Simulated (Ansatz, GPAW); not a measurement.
# Geometry or basis: what sets the conductance of a Na chain with one Cu atom in line, part 2 of 2

Aim: the conductance of a Na chain with one Cu atom in line after relaxation, and whether geometry, basis or functional moves it most.

GPAW 26.7.0 and Ansatz 0.2.0; Ansatz plane waves; relaxation of the junction with the lead ends held; PAW set soft_1 (the session's first sound run).

So far, transmission at the Fermi level (one spin): step 3 (plane-wave reference (PBE)) 0.489; step 4 (double-zeta polarised basis, PBE, GPAW) 0.523; step 5 (single-zeta polarised basis, PBE, GPAW) 0.519; step 6 (GPAW, sz: basis = "sz(dzp)", PBE, GPAW) 0.516; step 7 (LDA in the dzp basis: xc = "LDA") 0.534. Also open channels of the lead at the Fermi level (one spin): 1 in steps 3, 4 and 6.

**8. The structure as built: geometry = "as built"**

The dzp basis with PBE on the structure as first built shows what the relaxation was worth.

run.py reads:

```python
import json
import numpy as np
from ase import Atoms
from ase.transport.calculators import TransportCalculator
from gpaw import GPAW, FermiDirac
from gpaw.lcao.tools import get_lcao_hamiltonian
from scipy.linalg import eigh

# The junction with lead layers at both ends, along the third cell vector
device = Atoms(
    ['Na', 'Na', 'Na', 'Na', 'Na', 'Na', 'Na', 'Cu', 'Na', 'Na', 'Na', 'Na', 'Na', 'Na', 'Na'],
    positions=[
        [4.50000, 4.50000, 1.65000],
        [4.50000, 4.50000, 4.95000],
        [4.50000, 4.50000, 8.25000],
        [4.50000, 4.50000, 11.55000],
        [4.50000, 4.50000, 14.85000],
        [4.50000, 4.50000, 18.15000],
        [4.50000, 4.50000, 21.45000],
        [4.50000, 4.50000, 24.16270],
        [4.50000, 4.50000, 26.87540],
        [4.50000, 4.50000, 30.17540],
        [4.50000, 4.50000, 33.47540],
        [4.50000, 4.50000, 36.77540],
        [4.50000, 4.50000, 40.07540],
        [4.50000, 4.50000, 43.37540],
        [4.50000, 4.50000, 46.67540]],
    cell=[[9.0, 0.0, 0.0], [0.0, 9.0, 0.0], [0.0, 0.0, 48.3254]],
    pbc=True)

# One principal layer of the lead: the first 4 atoms of the device
lead = Atoms(
    ['Na', 'Na', 'Na', 'Na'],
    positions=[
        [4.50000, 4.50000, 1.65000],
        [4.50000, 4.50000, 4.95000],
        [4.50000, 4.50000, 8.25000],
        [4.50000, 4.50000, 11.55000]],
    cell=[[9.0, 0.0, 0.0], [0.0, 9.0, 0.0], [0.0, 0.0, 13.2]],
    pbc=True)

settings = dict(mode='lcao', basis='dzp', xc='PBE', h=0.2,
                occupations=FermiDirac(0.1), maxiter=250,
                mixer=dict(beta=0.1, nmaxold=8, weight=100.0),
                convergence=dict(density=0.0001))
energies = np.arange(-2, 2 + 1e-9, 0.025)
eta = 0.0001
n1, n2 = 1, 1
# k and -k transmit alike, so half of the mesh across the current serves
mesh = [(i, j) for i in range(n1) for j in range(n2) if (i, j) <= (-i % n1, -j % n2)]
weights = np.array([1 if (i, j) == (-i % n1, -j % n2) else 2 for i, j in mesh]) / (n1 * n2)

# [... helper functions left out ...]
fermi_lead = ground_state(lead, (1, 1, 9), 'lead.txt')
fermi_device = ground_state(device, (1, 1, 2), 'device.txt')
# [... loop over the mesh left out, but for ...]
        # Shift the lead onto the potential of the device's first layer
        shift = ((H[:, 0, 0] - H0[:, 0, 0]) / S0[0, 0]).real.mean()
# [...]
kT = 8.617333e-5 * 300
bias = [0.1, 0.2, 0.5, 1.0, 1.5, 2.0]
# [... integrals and printing left out ...]
```

Started as:

```sh
OMP_NUM_THREADS=1 OPENBLAS_NUM_THREADS=1 python run.py
```

Elapsed: 3 min, on 1 thread of Intel Xeon Platinum 8559C (Emerald Rapids), shared host; peak memory 1.7 GiB.

Numbers from this step:

* conductance: 0.5667 G₀
* thermopower: -1.660 μV/K
* largest coupling past the next principal layer: 4.16e-12 eV
* largest misfit of the first principal layer: 0.04524 eV
* shift that aligns the lead: -3.97e-4 eV
* transmission at the Fermi level (one spin): 0.5685

One spin. The transmission, zone mean by energy, zero at the Fermi level:

```tsv
energy (eV)	transmission, zone mean
-2.000	1.6e-10
-1.900	1.5e-10
-1.800	1.5e-10
-1.700	1.3e-10
-1.600	1.9e-10
-1.500	1.7e-10
-1.400	1.6e-10
-1.300	1.5e-10
-1.200	1.5e-10
-1.100	1.4e-10
-1.000	1.0e-10
-0.900	0
-0.825	0.150
-0.800	0.0833
-0.700	0.177
-0.600	0.250
-0.500	0.320
-0.400	0.385
-0.300	0.448
-0.200	0.506
-0.100	0.548
0.000	0.569
0.100	0.574
0.200	0.573
0.300	0.575
0.400	0.583
0.500	0.598
0.600	0.617
0.700	0.638
0.800	0.659
0.900	0.678
1.000	0.695
1.100	0.711
1.200	0.724
1.300	0.734
1.400	0.740
1.500	0.740
1.600	0.733
1.700	0.716
1.800	0.737
1.900	0.975
2.000	1.28
```

The conductance, 0.567 G₀, lies 8.7 % above that of the dzp run.

**9. All levels side by side**

Times are wall times on the hardware named with each run. The runs compared:

```tsv
no.	run	conductance (G₀)	time	memory (GiB)
1	pw PBE	0.4875	71 s	3.7
2	dzp	0.5216	3.9 min	1.7
3	szp	0.5174	3.2 min	1.6
4	sz	0.5135	3.1 min	1.5
5	dzp LDA	0.5323	3.9 min	1.7
6	asbuilt	0.5667	3 min	1.7
```

**10. Comparison**

The curves are compared point by point over the common energies.

This step: comparison of transmission and cost over codes, levels and geometry; PAW set soft_1 (GPAW 26.7.0).

Ladder, by row:

```tsv
step	code	T at the Fermi level (sum over the listed spins)	conductance (G0)	r.m.s. T(E) from the first	wall time (s)	peak memory (GiB)	threads
pw-pbe	Ansatz	0.4888	0.4875	0	70.95	3.729	4
dzp	GPAW	0.5235	0.5216	0.06881	234	1.66	1
szp	GPAW	0.5193	0.5174	0.06226	193	1.59	1
sz	GPAW	0.5156	0.5135	0.08574	188.7	1.51	1
dzp-LDA	GPAW	0.5343	0.5323	0.1226	232.8	1.69	1
asbuilt	GPAW	0.5685	0.5667	0.3256	182.5	1.66	1
```

The transmission, zone mean, sum over the listed spins by energy, zero at the Fermi level:

```tsv
energy (eV)	pw-pbe	dzp	szp	sz	dzp-LDA	asbuilt
-2.000	0	6.3e-11	1.7e-10	2.7e-14	6.2e-11	1.6e-10
-1.800	0	4.7e-11	1.7e-10	3.1e-14	8.8e-11	1.5e-10
-1.600	0	7.6e-11	1.6e-10	2.8e-14	7.0e-11	1.9e-10
-1.400	0	6.6e-11	1.6e-10	2.8e-14	6.5e-11	1.6e-10
-1.200	0	5.9e-11	1.5e-10	2.8e-14	5.9e-11	1.5e-10
-1.000	0	8.3e-11	1.6e-10	3.3e-14	3.1e-11	1.0e-10
-0.800	0.0166	0.0536	0.0535	0.0317	0.0501	0.0833
-0.725	0.0454	0.0442	0.0158	0.548	0.0551	0.168
-0.600	0.134	0.146	0.0694	0.0584	0.141	0.250
-0.400	0.326	0.350	0.304	0.299	0.346	0.385
-0.200	0.456	0.489	0.472	0.473	0.491	0.506
-0.025	0.489	0.524	0.519	0.516	0.534	0.565
0.000	0.489	0.523	0.519	0.516	0.534	0.569
0.200	0.475	0.494	0.501	0.488	0.512	0.573
0.400	0.480	0.480	0.498	0.474	0.503	0.583
0.600	0.513	0.497	0.521	0.487	0.525	0.617
0.800	0.542	0.511	0.535	0.493	0.547	0.659
0.875	0.545	0.508	0.530	0.486	0.547	0.674
1.000	0.536	0.491	0.508	0.460	0.534	0.695
1.200	0.475	0.423	0.425	0.373	0.468	0.724
1.400	0.341	0.289	0.272	0.220	0.330	0.740
1.600	0.108	0.0777	0.0531	0.0244	0.106	0.733
1.800	0.603	0.670	0.812	0.880	0.199	0.737
2.000	2.43	2.51	2.68	2.56	2.45	1.28
```

**11. Broadening 1e-06: eta = 1e-06**

The broadening keeps the Green's functions finite; too large a value absorbs electrons where channels are open and leaks them where none are.

This step: GPAW LCAO, PAW setups; Landauer transmission from Green's functions with principal layers (ASE), zero bias (GPAW 26.7.0).

run.py: that of step 8 with these lines changed.

```diff
@@ -17,7 +17,7 @@
         [4.50000, 4.50000, 14.85000],
-        [4.50000, 4.50000, 18.15000],
-        [4.50000, 4.50000, 21.45000],
-        [4.50000, 4.50000, 24.16270],
-        [4.50000, 4.50000, 26.87540],
-        [4.50000, 4.50000, 30.17540],
+        [4.16636, 4.13095, 18.24169],
+        [4.55814, 4.46265, 21.69143],
+        [3.31483, 4.80497, 24.11725],
+        [4.54487, 4.53051, 26.55513],
+        [4.41336, 4.46846, 30.04514],
         [4.50000, 4.50000, 33.47540],
@@ -46,3 +46,3 @@
 energies = np.arange(-2, 2 + 1e-9, 0.025)
-eta = 0.0001
+eta = 1e-06
 n1, n2 = 1, 1
```

Elapsed: 3.1 min, on 1 thread; peak memory 1.7 GiB.

Numbers from this step:

```
conductance                                 : 0.5229 G₀
largest misfit of the first principal layer : 0.05018 eV
shift that aligns the lead                  : -4.18e-4 eV
transmission at the Fermi level (one spin)  : 0.5248
```

One spin. Transmission, zone mean against energy, zero at the Fermi level:

energy (eV), transmission, zone mean and a bar:
```
   -2.000       0.00 
   -1.900       0.00 
   -1.800       0.00 
   -1.700       0.00 
   -1.600       0.00 
   -1.500       0.00 
   -1.400       0.00 
   -1.300       0.00 
   -1.200       0.00 
   -1.100       0.00 
   -1.000       0.00 
   -0.900       0.00 
   -0.800       0.05 #
   -0.700       0.07 #
   -0.600       0.15 ##
   -0.500       0.25 ###
   -0.400       0.35 ####
   -0.300       0.43 #####
   -0.200       0.49 ######
   -0.100       0.52 ######
   -0.025       0.53 ######
    0.000       0.52 ######
    0.100       0.51 ######
    0.200       0.50 ######
    0.300       0.48 ######
    0.400       0.48 ######
    0.500       0.49 ######
    0.600       0.50 ######
    0.700       0.51 ######
    0.800       0.51 ######
    0.900       0.51 ######
    1.000       0.49 ######
    1.100       0.47 ######
    1.200       0.42 #####
    1.300       0.37 ####
    1.400       0.29 ###
    1.500       0.19 ##
    1.600       0.08 #
    1.700       0.00 
    1.800       0.67 ########
    1.900       1.85 ######################
    2.000       2.52 ##############################
```

Crossings of the lead's bands, unfolded to its shortest repeat. The open channels, zone mean by energy, zero at the Fermi level:

```tsv
energy (eV)	open channels, zone mean
-0.900	0
-0.800	1
-0.700	1
-0.600	1
-0.500	1
-0.400	1
-0.300	1
-0.200	1
-0.100	1
0.000	1
0.100	1
0.200	1
0.300	1
0.400	1
0.500	1
0.600	1
0.700	1
0.800	1
0.900	1
1.000	1
1.100	1
1.200	1
1.300	1
1.400	1
1.500	1
1.600	1
1.700	1
1.800	3
1.900	3
2.000	3
```

Not self-consistent under bias; the bias window is split evenly. Current through one cell, from the zero-bias transmission against bias:

```tsv
bias (V)	current through one cell, from the zero-bias transmission (μA)
0.100	4.05
0.200	8.06
0.500	19.6
1.000	36.1
1.500	48.4
2.000	58.6
```

Table of transmission of the three most open eigenchannels by energy, zero at the Fermi level:

```tsv
energy (eV)	channel 1	channel 2	channel 3
-0.900	0	0	0
-0.800	0.0541	0	0
-0.700	0.0716	0	0
-0.600	0.146	0	0
-0.500	0.251	0	0
-0.400	0.351	0	0
-0.300	0.433	0	0
-0.200	0.491	0	0
-0.100	0.521	0	0
0.000	0.525	0	0
0.100	0.512	0	0
0.200	0.495	0	0
0.300	0.484	0	0
0.400	0.481	0	0
0.500	0.487	0	0
0.600	0.498	0	0
0.700	0.507	0	0
0.800	0.512	0	0
0.900	0.507	0	0
1.000	0.492	0	0
1.100	0.465	0	0
1.200	0.424	0	0
1.300	0.366	0	0
1.400	0.289	0	0
1.500	0.191	0	0
1.600	0.0779	0	0
1.700	1.9e-5	0	0
1.800	0.501	0.126	0.0482
1.900	0.929	0.498	0.418
2.000	0.985	0.888	0.646
```

The conductance, 0.523 G₀, lies 0.3 % above that of the dzp run.

**12. Results**

| Item | Value |
| --- | --- |
| conductance | 0.522 G₀ |
| transmission at the Fermi level, mean of the spins | 0.523 |
| thermopower | about 0 (under 1.5 μV/K) |
| open channels of the lead there | 1 |

In the dzp basis the junction conducts 0.522 G₀ at 300 K, with T = 0.523 a spin at the Fermi level; the sz basis reaches that conductance within 10 %. Relaxation moved atoms by up to 1.2 Å and took the conductance from 0.567 to 0.522 G₀, as a ratio a larger change than the step from dzp to the minimal basis. Plane waves (PBE) give T = 0.489 there. The scatterer reflects about 48 % of the incoming channels at the Fermi level. At the Fermi level one eigenchannel carries the current (0.52). Measured against the first run (pw-pbe), the nearest curve is that of szp (r.m.s. 0.062) and the farthest that of asbuilt (0.33). Over the compared runs wall time goes from 71 s (pw-pbe) to 234 s (dzp), on a shared host; the plane-wave run used 4 threads and the orbital runs 1. The leads kept an estimated spacing and the cell its length, so the junction may be under some tension or compression. The run had no spin polarisation, so a magnetic state, which chains and small molecules with open shells often have, wasn't tested. An evenly spaced straight chain is an idealisation: free chains tend to dimerise, zigzag or, where a band edge lies near the Fermi level, turn magnetic. The currents use the zero-bias T(E) throughout, which holds only while the bias is small against the distance to the nearest feature.

[Logs are printed without paths, hosts, clocks, repeated set-up lines and the standing remarks that a program may print on its own settings, such as how far it seeks lower states.]

[Hosts, paths, dates, database ids (printed as entryN), source tags and the programs' standing remarks are cut or masked in the printed files.]
